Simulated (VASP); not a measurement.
# Ge (Fd-3m) in VASP: settings compared, part 3 of 3

VASP 6.6.1. Earlier steps stand in the parts before.

## (4) Band structure, PBEsol

The input, INCAR:

```
PREC = Accurate
ENCUT = 520
EDIFF = 1E-6
ISMEAR = 0
SIGMA = 0.03
LREAL = False
LASPH = True
NELM = 80
ALGO = Normal
ISIF = 2
LWAVE = False
LCHARG = False
GGA = PS
NBANDS = 21
ICORELEVEL = 1
```

The input, KPOINTS:

```
Automatic mesh
0
Gamma
  10 10 10
```

The input, POSCAR:

```
Ge                                      
1.0
    0.0000000000      2.8370028123      2.8370028123
    2.8370028123      0.0000000000      2.8370028123
    2.8370028123      2.8370028123      0.0000000000
  Ge            
     2
Direct
     0.0000000000000000    0.0000000000000000    0.0000000000000000
     0.2500000000000000    0.2500000000000000    0.2500000000000000
```

The input, KPOINTS_OPT:

```
explicit points
159
Reciprocal
 0.0000000000  0.0000000000  0.0000000000 1
 0.0357142857  0.0000000000  0.0357142857 1
 0.0714285714  0.0000000000  0.0714285714 1
 0.1071428571  0.0000000000  0.1071428571 1
 0.1428571429  0.0000000000  0.1428571429 1
 0.1785714286  0.0000000000  0.1785714286 1
[... 151 lines left out ...]
 0.4250000000  0.0000000000  0.4250000000 1
 0.4500000000  0.0000000000  0.4500000000 1
```

Potentials or basis: VASP PAW PBE potentials, release 64 (Ge_d).

The run is started by

```console
$ cat potpaw_PBE.64/Ge_d/POTCAR > POTCAR
$ mpirun -np 1 vasp_std > vasp.out
```

OUTCAR:

```text
PREC = Accurate
   ENCUT = 520
   EDIFF = 1E-6
   ISMEAR = 0
   LREAL = False
   LASPH = True
   NELM = 80
   ISIF = 2
   GGA = PS

 ion  position               nearest neighbor table
   1  0.000  0.000  0.000-   2 2.46   2 2.46   2 2.46   2 2.46
   2  0.250  0.250  0.250-   1 2.46   1 2.46   1 2.46   1 2.46

  LATTYP: Found a face centered cubic cell.
 ALAT       =     5.6740056246

  Lattice vectors:

 A1 = (   0.0000000000,   2.8370028123,   2.8370028123)
 A2 = (   2.8370028123,   0.0000000000,   2.8370028123)
 A3 = (   2.8370028123,   2.8370028123,   0.0000000000)

Analysis of symmetry for initial positions (statically):
=====================================================================
 Subroutine PRICEL returns:
 Original cell was already a primitive cell.

 Routine SETGRP: Setting up the symmetry group for a
 face centered cubic supercell.

 Subroutine GETGRP returns: Found 48 space group operations
 (whereof 24 operations were pure point group operations)
 out of a pool of 48 trial point group operations.

The static configuration has the point symmetry T_d .
 The point group associated with its full space group is O_h .

Analysis of symmetry for dynamics (positions and initial velocities):
=====================================================================
 Subroutine PRICEL returns:
 Original cell was already a primitive cell.

 Routine SETGRP: Setting up the symmetry group for a
 face centered cubic supercell.

 Subroutine GETGRP returns: Found 48 space group operations
 (whereof 24 operations were pure point group operations)
 out of a pool of 48 trial point group operations.

The dynamic configuration has the point symmetry T_d .
 The point group associated with its full space group is O_h .

 Subroutine INISYM returns: Found 48 space group operations
 (whereof 24 operations are pure point group operations),
[... 110 lines left out ...]
   EFERMI =   0.00;   METHOD = LEGACY
   ISMEAR =     0;   SIGMA  =   0.03  broadening in eV -4-tet -1-fermi 0-gaus
   EFERMI_NEDOS =   21; number of points for ismear=-14 and -15
   IALGO  =     38    algorithm
   IMIX   =      4    mixing-type and parameters
     AMIX     =   0.40;   BMIX     =  1.00
     AMIX_MAG =   1.60;   BMIX_MAG =  1.00
  volume/ion in A,a.u.               =      22.83       154.09
  Fermi-wavevector in a.u.,A,eV,Ry     =   1.390778  2.628189 26.317244  1.934263
  Thomas-Fermi vector in A             =   2.514680
   LORBIT       =      0    0 simple, 1 ext, 2 COOP (PROOUT), +10 PAW based schemes
   GGA     = PS    functional components
   LHFCALC =     F    Hartree Fock is set to
   AEXX    =    0.0000 exact exchange contribution
   IVDW    =     0    specifies the selected vdW correction
   LEPSILON=     F    determine dielectric tensor
   LRPA    =     F    only Hartree local field effects (RPA)
 non-spin polarized calculation
 Gauss-broadening in eV      SIGMA  =   0.03
  energy-cutoff  :      520.00
  volume of cell :       45.67
 maximum number of plane-waves:      1249
 NGX is ok and might be reduce to    30
   NGX = 15   NGY = 15   NGZ = 15

 number of electron      28.0000015 magnetization

 Free energy of the ion-electron system (eV)
  ---------------------------------------------------
  ext. energy  EPLUGINS =         0.00000000
  ---------------------------------------------------
  free energy    TOTEN  =        -9.87129026 eV

  energy without entropy =       -9.87124396  energy(sigma->0) =       -9.87126711

 the core state eigenenergies are
   1-  1s -10950.3521  2s  -1362.1678  2p  -1189.0314  3s   -159.0155  3p   -106.1425

   2-  1s -10950.3521  2s  -1362.1678  2p  -1189.0314  3s   -159.0155  3p   -106.1425

 E-fermi :   4.7883     XC(G=0): -10.0877

 val. band max:        4.7791574956   @ k =   0.0000   0.0000   0.0000
 cond. band min:       4.8755805206   @ k =   0.5000   0.0000   0.0000
 fundamental gap:      0.0964230250
 Fermi energy:         4.7882903583

 k-point     1 :       0.0000    0.0000    0.0000
  band No.  band energies     occupation
      1     -19.9707      2.00000
      2     -19.9707      2.00000
      3     -19.9707      2.00000
      4     -19.9348      2.00000
      5     -19.9348      2.00000
      6     -19.7272      2.00000
[... 565 lines left out ...]
     20      16.2562      0.00000
     21      16.4884      0.00000

 [... further k-points ...]
[... 5 lines left out ...]
  --------------------------------------------------------------------------------------
  -------------------------------------------------------------------------------------
  Total       -0.1020498     -0.1020498     -0.1020498     -0.0000000      0.0000000     -0.0000000
  in kB       -3.5802505     -3.5802505     -3.5802505     -0.0000000      0.0000000     -0.0000000
  external PRESSURE =      -3.5802505 kB  Pullay stress =       0.0000000 kB

 VOLUME and BASIS-vectors are now :
 -----------------------------------------------------------------------------
  energy-cutoff  :      520.00
  volume of cell :       45.67
      direct lattice vectors                 reciprocal lattice vectors
     0.000000000  2.837002812  2.837002812    -0.176242335  0.176242335  0.176242335
     2.837002812  0.000000000  2.837002812     0.176242335 -0.176242335  0.176242335
     2.837002812  2.837002812  0.000000000     0.176242335  0.176242335 -0.176242335

 POSITION                                       TOTAL-FORCE (eV/Angst)
 -----------------------------------------------------------------------------------
      0.00000      0.00000      0.00000         0.000000     -0.000000     -0.000000
      1.41850      1.41850      1.41850        -0.000000      0.000000      0.000000
 -----------------------------------------------------------------------------------
    total drift:                                0.000000      0.000000      0.000000

  FREE ENERGIE OF THE ION-ELECTRON SYSTEM (eV)
  ---------------------------------------------------
  free  energy   TOTEN  =        -9.8712902570 eV

  energy  without entropy=       -9.8712439617  energy(sigma->0) =       -9.87126711
```

OSZICAR:

```text
N       E                     dE             d eps       ncg     rms          rms(c)
DAV:   1     0.187923156391E+03    0.18792E+03   -0.14442E+04  2204   0.362E+03
DAV:   2     0.179161986100E+02   -0.17001E+03   -0.16476E+03  1984   0.618E+02
[... 42 lines left out ...]
DAV:  10    -0.190956798383E+05   -0.31126E-06     1397
       N       E                     dE             ncg
DAV:   1     0.232825124018E+05   -0.21043E+05      863
DAV:   2     0.202092920221E+05   -0.30732E+04      761
DAV:   3     0.197245787586E+05   -0.48471E+03      851
DAV:   4     0.197086072046E+05   -0.15972E+02      921
DAV:   5     0.197083493342E+05   -0.25787E+00      846
DAV:   6     0.197083420677E+05   -0.72665E-02      906
DAV:   7     0.197083417475E+05   -0.32014E-03      879
DAV:   8     0.197083417339E+05   -0.13644E-04      866
DAV:   9     0.197083417333E+05   -0.57229E-06      583
```

stdout:

```text
POSCAR found type information on POSCAR Ge
 POSCAR found :  1 types and       2 ions
 scaLAPACK will be used
 -----------------------------------------------------------------------------
|                                                                             |
|                                                                             |
|     You enforced a specific xc type in the INCAR file but a different       |
|     I HOPE YOU KNOW WHAT YOU ARE DOING!                                     |
|                                                                             |
 -----------------------------------------------------------------------------

 LDA part: xc-table for (Slater+PW92), standard interpolation
 POSCAR, INCAR and KPOINTS ok, starting setup
 FFT: planning ... GRIDC
 FFT: planning ... GRID_SOFT
 FFT: planning ... GRID
 WAVECAR not read
 entering main loop
 Start KPOINTS_OPT (optional k-point list driver)
k-point batch [1-47\159]
k-point batch [48-94\159]
k-point batch [95-141\159]
k-point batch [142-159\159]
```

Run time: 80 s. Hardware: 1 thread of Intel Xeon Platinum 8488C (Sapphire Rapids), shared host; peak memory 0.21 GiB.

What came out:

```
Free energy             : -9.8713 eV
Pressure                : -0.4 GPa
Band gap along the path : none (metal or under the smearing width)
```

Levels at the corners of the path, in eV from the Fermi level:
| point | band 10 | band 11 | band 12 | band 13 | band 14 | band 15 | band 16 | band 17 | band 18 | band 19 |
| --- | --- | --- | --- | --- | --- | --- | --- | --- | --- | --- |
| Γ | -24.50 | -12.74 | -0.09 | -0.01 | -0.01 | -0.01 | 2.52 | 2.52 | 2.52 | 6.19 |
| X | -24.46 | -8.88 | -8.88 | -3.07 | -3.07 | 0.67 | 0.67 | 9.41 | 9.41 | 11.42 |
| X | -24.46 | -8.88 | -8.88 | -3.07 | -3.07 | 0.67 | 0.67 | 9.41 | 9.41 | 11.42 |
| W | -24.45 | -8.78 | -8.78 | -3.91 | -3.91 | 4.25 | 4.25 | 4.63 | 4.63 | 10.91 |
| W | -24.45 | -8.78 | -8.78 | -3.91 | -3.91 | 4.25 | 4.25 | 4.63 | 4.63 | 10.91 |
| K | -24.45 | -9.35 | -8.29 | -4.34 | -2.63 | 1.08 | 4.00 | 7.10 | 7.31 | 8.06 |
| K | -24.45 | -9.35 | -8.29 | -4.34 | -2.63 | 1.08 | 4.00 | 7.10 | 7.31 | 8.06 |
| Γ | -24.50 | -12.74 | -0.09 | -0.01 | -0.01 | -0.01 | 2.52 | 2.52 | 2.52 | 6.19 |
| Γ | -24.50 | -12.74 | -0.09 | -0.01 | -0.01 | -0.01 | 2.52 | 2.52 | 2.52 | 6.19 |
| L | -24.48 | -10.66 | -7.60 | -1.40 | -1.40 | 0.09 | 3.70 | 3.70 | 6.95 | 10.37 |
| L | -24.48 | -10.66 | -7.60 | -1.40 | -1.40 | 0.09 | 3.70 | 3.70 | 6.95 | 10.37 |
| U | -24.45 | -9.35 | -8.29 | -4.34 | -2.63 | 1.08 | 4.00 | 7.10 | 7.31 | 8.06 |
| U | -24.45 | -9.35 | -8.29 | -4.34 | -2.63 | 1.08 | 4.00 | 7.10 | 7.31 | 8.06 |
| W | -24.45 | -8.78 | -8.78 | -3.91 | -3.91 | 4.25 | 4.25 | 4.63 | 4.63 | 10.91 |
| W | -24.45 | -8.78 | -8.78 | -3.91 | -3.91 | 4.25 | 4.25 | 4.63 | 4.63 | 10.91 |
| L | -24.48 | -10.66 | -7.60 | -1.40 | -1.40 | 0.09 | 3.70 | 3.70 | 6.95 | 10.37 |
| L | -24.48 | -10.66 | -7.60 | -1.40 | -1.40 | 0.09 | 3.70 | 3.70 | 6.95 | 10.37 |
| K | -24.45 | -9.35 | -8.29 | -4.34 | -2.63 | 1.08 | 4.00 | 7.10 | 7.31 | 8.06 |
| U | -24.45 | -9.35 | -8.29 | -4.34 | -2.63 | 1.08 | 4.00 | 7.10 | 7.31 | 8.06 |
| X | -24.46 | -8.88 | -8.88 | -3.07 | -3.07 | 0.67 | 0.67 | 9.41 | 9.41 | 11.42 |

Core levels (eV, on the scale of the bands):
| atom | levels |
| --- | --- |
| 1 Ge | 1s -10950.4, 2s -1362.2, 2p -1189.0, 3s -159.0, 3p -106.1 |
| 2 Ge | 1s -10950.4, 2s -1362.2, 2p -1189.0, 3s -159.0, 3p -106.1 |

Caveat: the PAW data sets were made with another functional, which shifts forces and pressure a little; this crystal is a semiconductor, whose small gap the functional closes, so the metal is an error of the method.

## (5) Band structure, PBEsol, spin-orbit coupling, no magnetisation

Edit INCAR of step 4 so:

```diff
@@ -12,4 +12,8 @@
 LCHARG = False
+LNONCOLLINEAR = True
+MAGMOM = 0 0 0 0 0 0
+LORBIT = 11
+LSORBIT = True
+GGA_COMPAT = False
 GGA = PS
-NBANDS = 21
-ICORELEVEL = 1
+NBANDS = 42
```

The input, KPOINTS:

```
Automatic mesh
0
Gamma
  6 6 6
```

POSCAR is that of step 4.

KPOINTS_OPT is that of step 4.

Potentials or basis: VASP PAW PBE potentials, release 64 (Ge_d).

The run is started by

```console
$ cat potpaw_PBE.64/Ge_d/POTCAR > POTCAR
$ mpirun -np 1 vasp_ncl > vasp.out
```

OUTCAR:

```text
PREC = Accurate
   ENCUT = 520
   EDIFF = 1E-6
   ISMEAR = 0
   LREAL = False
   LASPH = True
   NELM = 80
   ISIF = 2
   LNONCOLLINEAR = True
   LORBIT = 11
   LSORBIT = True
   GGA = PS

 ion  position               nearest neighbor table
   1  0.000  0.000  0.000-   2 2.46   2 2.46   2 2.46   2 2.46
   2  0.250  0.250  0.250-   1 2.46   1 2.46   1 2.46   1 2.46

  LATTYP: Found a face centered cubic cell.
 ALAT       =     5.6740056246

  Lattice vectors:

[... 951 lines left out ...]
     0.0000000    -0.0005722     0.0000000    -0.0005722     0.0000000
    -0.0001884    -0.0001884    -0.0005722     0.0000000    -0.0001907
    -0.0007629    -0.0001907     0.0000000    -0.0001907     0.0000000
 l=   3
     0.0000000     0.0000000     0.0000000     0.0000000     0.0000000     0.0000000     0.0000000
     0.0000000     0.0000000     0.0000000     0.0000000     0.0000000     0.0000000     0.0000000
     0.0000000     0.0000000     0.0000000     0.0000000     0.0000000     0.0000000     0.0000000
     0.0000000     0.0000000     0.0000000     0.0000000     0.0000000     0.0000000     0.0000000
     0.0000000     0.0000000     0.0000000     0.0000000     0.0000000     0.0000000     0.0000000
     0.0000000     0.0000000     0.0000000     0.0000000     0.0000000     0.0000000     0.0000000
     0.0000000     0.0000000     0.0000000     0.0000000     0.0000000     0.0000000     0.0000000

 total charge

# of ion       s       p       d       tot
------------------------------------------
    1        1.127   1.254  10.023  12.404
    2        1.127   1.254  10.023  12.404
--------------------------------------------------
tot          2.254   2.509  20.045  24.808

 magnetization (x)

# of ion       s       p       d       tot
------------------------------------------
    1       -0.000   0.000  -0.000   0.000
    2        0.000   0.000  -0.000   0.000
--------------------------------------------------
tot         -0.000   0.000  -0.000   0.000

 magnetization (y)

# of ion       s       p       d       tot
------------------------------------------
    1       -0.000   0.000  -0.000   0.000
    2        0.000   0.000  -0.000   0.000
--------------------------------------------------
tot          0.000   0.000  -0.000   0.000

 magnetization (z)

# of ion       s       p       d       tot
------------------------------------------
    1       -0.000   0.000   0.000  -0.000
    2       -0.000   0.000   0.000  -0.000
--------------------------------------------------
tot         -0.000   0.000   0.000  -0.000
```

Wall time 5.8 min (1 thread of Intel Xeon Platinum 8488C (Sapphire Rapids), shared host); peak memory 0.3 GiB.

What came out:

```yaml
Free_energy: -9.8467 eV
Pressure: 0.1 GPa
Valence_electrons_inside_the_program's_atomic_spheres: Ge 12.40
```

Caveat: the PAW data sets were made with another functional, which shifts forces and pressure a little.

## (6) Band structure, r2SCAN

The input, INCAR:

```
PREC = Accurate
ENCUT = 520
EDIFF = 1E-6
ISMEAR = 0
SIGMA = 0.03
LREAL = False
LASPH = True
NELM = 80
ALGO = Normal
ISIF = 2
LWAVE = False
LCHARG = False
METAGGA = R2SCAN
LMIXTAU = True
NBANDS = 21
```

The input, KPOINTS:

```
Automatic mesh
0
Gamma
  10 10 10
```

POSCAR is that of step 5.

KPOINTS_OPT is that of step 5.

Potentials or basis: VASP PAW PBE potentials, release 64 (Ge_d).

The run is started by

```console
$ cat potpaw_PBE.64/Ge_d/POTCAR > POTCAR
$ mpirun -np 1 vasp_std > vasp.out
```

Wall time 5.5 min (1 thread of Intel Xeon Platinum 8488C (Sapphire Rapids), shared host); peak memory 0.21 GiB.

Results (log left out):

* Free energy: -27.7426 eV
* Pressure: 0.0 GPa
* Band gap on the k mesh: 0.32 eV, direct
* Band gap along the path: 0.32 eV, direct

Levels at the corners of the path, in eV from the valence-band top:
| point | band 12 | band 13 | band 14 | band 15 | band 16 | band 17 |
| --- | --- | --- | --- | --- | --- | --- |
| Γ | 0.00 | 0.00 | 0.00 | 0.32 | 2.71 | 2.71 |
| X | -9.18 | -3.20 | -3.19 | 0.98 | 0.98 | 10.03 |
| X | -9.18 | -3.20 | -3.19 | 0.98 | 0.98 | 10.03 |
| W | -9.08 | -4.01 | -4.01 | 4.65 | 4.65 | 5.05 |
| W | -9.08 | -4.01 | -4.01 | 4.65 | 4.65 | 5.05 |
| K | -8.57 | -4.45 | -2.74 | 1.40 | 4.40 | 7.66 |
| K | -8.57 | -4.45 | -2.74 | 1.40 | 4.40 | 7.66 |
| Γ | 0.00 | 0.00 | 0.00 | 0.32 | 2.71 | 2.71 |
| Γ | 0.00 | 0.00 | 0.00 | 0.32 | 2.71 | 2.71 |
| L | -7.83 | -1.47 | -1.47 | 0.41 | 3.99 | 3.99 |
| L | -7.83 | -1.47 | -1.47 | 0.41 | 3.99 | 3.99 |
| U | -8.57 | -4.45 | -2.74 | 1.40 | 4.40 | 7.66 |
| U | -8.57 | -4.45 | -2.74 | 1.40 | 4.40 | 7.66 |
| W | -9.08 | -4.01 | -4.01 | 4.65 | 4.65 | 5.05 |
| W | -9.08 | -4.01 | -4.01 | 4.65 | 4.65 | 5.05 |
| L | -7.83 | -1.47 | -1.47 | 0.41 | 3.99 | 3.99 |
| L | -7.83 | -1.47 | -1.47 | 0.41 | 3.99 | 3.99 |
| K | -8.57 | -4.45 | -2.74 | 1.40 | 4.40 | 7.66 |
| U | -8.57 | -4.45 | -2.74 | 1.40 | 4.40 | 7.66 |
| X | -9.18 | -3.20 | -3.19 | 0.98 | 0.98 | 10.03 |

Caveat: the PAW data sets were made with another functional, which shifts forces and pressure a little.

## (7) Summary

| level | spin | k mesh | grid for exact exchange (PRECFOCK) | screening parameter | exchange at q = 0 | gap on the mesh (eV) | pressure (GPa) |
| --- | --- | --- | --- | --- | --- | --- | --- |
| HSE06 | off | 6 × 6 × 6 | Fast | 0.2 1/A | - | 0.80 | 0.3 |
| PBE0 | off | 6 × 6 × 6 | Fast | - | truncated | 1.37 | 0.0 |
| PBEsol | off | 10 × 10 × 10 | - | - | - | - | -0.4 |
| PBEsol | SOC, no magnetisation | 6 × 6 × 6 | - | - | - | - | 0.1 |
| r2SCAN | off | 10 × 10 × 10 | - | - | - | 0.32 | 0.0 |

Alike in all rows: task band structure; potentials or basis VASP PAW PBE potentials, release 64 (Ge_d); cell as given; cutoff (eV) 520; smearing gaussian 0.03 eV.

On the cell as given the gap runs from 0.32 eV (r2SCAN) to 1.37 eV (PBE0); the meshes differ, which moves gaps too. The pressure there spans -0.4 GPa (PBEsol) to 0.3 GPa (HSE06); a positive pressure means that this level wants a larger cell, a negative one a smaller.

Caveats: the PAW data sets were made with another functional, which shifts forces and pressure a little; this crystal is a semiconductor, whose small gap the functional closes, so the metal is an error of the method (some runs).

Absolute energies hang on the potentials; compare differences alone.

## (8) How close it comes

Step 2. Against the measured gap of Ge, 0.807 eV (direct; 300 K; “Electronic and optical properties of SixGe1-x-ySny alloys lattice-matched to Ge”, 2021, arxiv:2109.02782), the calculated 0.80 eV is off by -0.01 eV. 3 values of this kind are on record (0.666 to 0.807 eV); this one was drawn at random among those near their median. Spin-orbit coupling on Ge is left out. The value is that of HSE06, without temperature or zero-point motion.

Step 3. Against the measured gap of Ge, 0.807 eV (direct; 300 K; “Electronic and optical properties of SixGe1-x-ySny alloys lattice-matched to Ge”, 2021, arxiv:2109.02782), the calculated 1.37 eV is off by +0.57 eV. 3 values of this kind are on record (0.666 to 0.807 eV); this one was drawn at random among those near their median. Spin-orbit coupling on Ge is left out. The value is that of PBE0, without temperature or zero-point motion.

Step 4. Against the measured gap of Ge, 0.666 eV (indirect; 293 K; “Electronic and optical properties of SixGe1-x-ySny alloys lattice-matched to Ge”, 2021, arxiv:2109.02782), the calculated 0.00 eV is off by -0.67 eV. 3 values of this kind are on record (0.666 to 0.807 eV); this one was drawn at random among those near their median. Spin-orbit coupling on Ge is left out. The value is that of PBEsol, without temperature or zero-point motion. Semilocal functionals fall short of measured gaps as a rule.

Step 6. A measured gap of Ge is 0.807 eV (direct; 300 K; “Electronic and optical properties of SixGe1-x-ySny alloys lattice-matched to Ge”, 2021, arxiv:2109.02782); the calculated 0.32 eV misses it by -0.49 eV. 3 values of this kind are on record (0.666 to 0.807 eV); this one was drawn at random among those near their median. Spin-orbit coupling on Ge is left out. The value is that of r2SCAN, without temperature or zero-point motion.
